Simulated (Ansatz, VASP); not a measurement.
**One calculation of Zn, two programs**

The input INCAR:

```
PREC = Accurate
ENCUT = 520
EDIFF = 1E-7
ISMEAR = -1
SIGMA = 0.05
LREAL = F
LASPH = T
NELM = 80
ALGO = Normal
ISIF = 2
LWAVE = F
LCHARG = F
LDIPOL = T
IDIPOL = 3
DIPOL = 0.5 0.5 0.500
GGA = PE
NBANDS = 45
```

The input KPOINTS:

```
regular mesh
0
Gamma
  11 11 1
```

POSCAR

```
Zn
1.0
    2.6647980532      0.0000000000      0.0000000000
   -1.3323990266      2.3077828100      0.0000000000
    0.0000000000      0.0000000000     27.3667500000
Zn
6
Direct
    0.6666666667      0.3333333334      0.2740551947
    0.3333333333      0.6666666666      0.3644331168
    0.6666666667      0.3333333334      0.4548110389
    0.3333333333      0.6666666666      0.5451889611
    0.6666666667      0.3333333334      0.6355668832
    0.3333333333      0.6666666666      0.7259448053
```

Contents of input.yaml:

```yaml
crystal:
  lattice:
    - [2.6647980532, 0.0, 0.0]
    - [-1.3323990266, 2.30778281, 0.0]
    - [0.0, 0.0, 27.36675]
  atoms:
    - { symbol: Zn, position: [0.6666666667, 0.3333333334, 0.2740551947] }
    - { symbol: Zn, position: [0.3333333333, 0.6666666666, 0.3644331168] }
    - { symbol: Zn, position: [0.6666666667, 0.3333333334, 0.4548110389] }
    - { symbol: Zn, position: [0.3333333333, 0.6666666666, 0.5451889611] }
    - { symbol: Zn, position: [0.6666666667, 0.3333333334, 0.6355668832] }
    - { symbol: Zn, position: [0.3333333333, 0.6666666666, 0.7259448053] }
hamiltonian:
  xc: pbe
  pseudopotentials: { kind: paw }
kpoints:
  mp_grid: { grid: [11, 11, 1] }
scf:
  occupations: { method: fermi_dirac, width: 0.05 }
output:
  forces: true
  eigenvalues: true
efield:
  axis: 3
  dipole_correction: true
  ramp_width: 0.04
```

Alike in both runs: task single point; functional PBE; k mesh 11 × 11 × 1; occupations fermi-dirac, width 0.05 eV; no spin polarisation.

```csv
,VASP,Ansatz
version,VASP 6.6.1,Ansatz 0.2.0
potentials or method,"VASP PAW PBE potentials, release 64 (Zn)",Ansatz PAW
plane-wave cutoff (eV),520,420
valence electrons in the cell,72,72
```

```tsv
	VASP	Ansatz	Ansatz less VASP
gap on the k mesh at the Fermi level (eV)	none	none	-
rms of the force components (eV/Å)	0.043	0.042	-0.0007
work function, face that differs most (eV)	4.08	4.15	+0.075
```

Atom by atom the forces differ by 0.002 eV/Å (rms over components). A gap of «none» marks a metal or a gap that the smearing closes.
